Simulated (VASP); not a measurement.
Co:

```
Co
1.0
     2.47056    0.00000    0.00000
    -1.23528    2.13957    0.00000
     0.00000    0.00000    8.08823
Co
4
Direct
  0.66667 0.33333 0.75000
  0.00000 0.00000 0.50000
  0.33333 0.66667 0.25000
  0.00000 0.00000 0.00000
```

```yaml
Program: VASP 6.6.1
Task: single point
Functional: PBEsol
Potentials_or_basis: VASP PAW PBE potentials, release 64 (Co)
Cutoff: 520 eV
k_mesh: 12 × 12 × 4
Occupations: fermi-dirac, width 0.05 eV
Spin: collinear spin, ferromagnetic start
Starting_moments: "[2.0, 2.0, 2.0, 2.0] μB"
```

On this cell: pressure -6.5 GPa; largest force under 0.003 eV/Å; net moment 6.55 μB per cell; site moments Co +1.66, +1.64 μB; band gap on the k mesh none (metal or under the smearing width).

The same run follows on a disturbed copy (atoms moved at random, drawn with an rms of 0.05 Å):

```
Co
1.0
     2.47056    0.00000    0.00000
    -1.23528    2.13957    0.00000
     0.00000    0.00000    8.08823
Co
4
Direct
  0.66629 0.32673 0.74287
  0.98942 0.00200 0.49624
  0.34751 0.69536 0.25416
  0.01648 0.99819 0.99335
```

Problem. What does the disturbed cell give?

Solution. The energy (extrapolated to zero smearing) moves by +9.1 meV/atom; pressure -6.0 GPa; largest force 0.666 eV/Å; net moment 6.55 μB per cell; site moments Co +1.65, +1.62, +1.66 μB; band gap on the k mesh none (metal or under the smearing width).

Forces in eV/Å, atoms in the order of the input:
```
Co   0.003  0.055  0.366
Co   0.099  0.049  0.075
Co  -0.002 -0.140 -0.651
Co  -0.101  0.036  0.210
```

Stress tensor (GPa, compression positive):
```
-4.18 -0.01 -0.02
-0.01 -5.79  0.27
-0.02  0.27 -8.06
```

Caveats: the PAW data sets were made with another functional, which shifts forces and pressure a little.
